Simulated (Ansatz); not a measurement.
# Density of states of O

```cif
data_structure
_symmetry_space_group_name_H-M 'Fmmm'
_symmetry_Int_Tables_number 69
_cell_length_a 3.0035
_cell_length_b 3.7798
_cell_length_c 7.7977
_cell_angle_alpha 90.000
_cell_angle_beta 90.000
_cell_angle_gamma 90.000
_cell_volume 88.52
loop_
_atom_site_label
_atom_site_type_symbol
_atom_site_symmetry_multiplicity
_atom_site_Wyckoff_symbol
_atom_site_fract_x
_atom_site_fract_y
_atom_site_fract_z
_atom_site_occupancy
O1 O 8 i 0.00000 0.00000 0.42110 1
```

The runs use the primitive cell with vectors (0.000, 1.890, 3.899), (1.502, 0.000, 3.899), (1.502, 1.890, 0.000) Å, to which the k mesh refers.

It takes space group Fmmm (No. 69, orthorhombic). Conventional cell: a = 3.004 Å, b = 3.780 Å, c = 7.798 Å, α = 90.00°, β = 90.00°, γ = 90.00°. O (site symmetry mm2) is surrounded by 1 O at 1.23 Å.

Structure from Materials Project entry mp-607540 (possibly hypothetical), not relaxed further.

Solid oxygen carries moments on its molecules; these runs leave spin out.

The calculation used DFT, LDA, all-electron LAPW, scalar-relativistic in Ansatz 0.2.0.

Sampling and basis: a Γ-centred 14×14×14 k mesh, Fermi–Dirac smearing of 0.08 eV, basis error target 1 meV/atom, no spin polarisation.

States per eV and cell, averaged over 0.6 eV, from -9.4 to 6.6 eV, with energies (bin centres) from the Fermi level; empty bins are left out. 

```tsv
E (eV)	total
-9.2	0.14
-8.6	1.74
-8.0	1.17
-7.4	0.77
-6.8	2.11
-6.2	1.45
-5.6	0.99
-5.0	1.58
-4.4	0.06
-2.0	0.32
-1.4	1.32
-0.8	0.78
-0.2	1.09
0.4	0.96
1.0	1.25
1.6	0.96
6.4	0.07
```
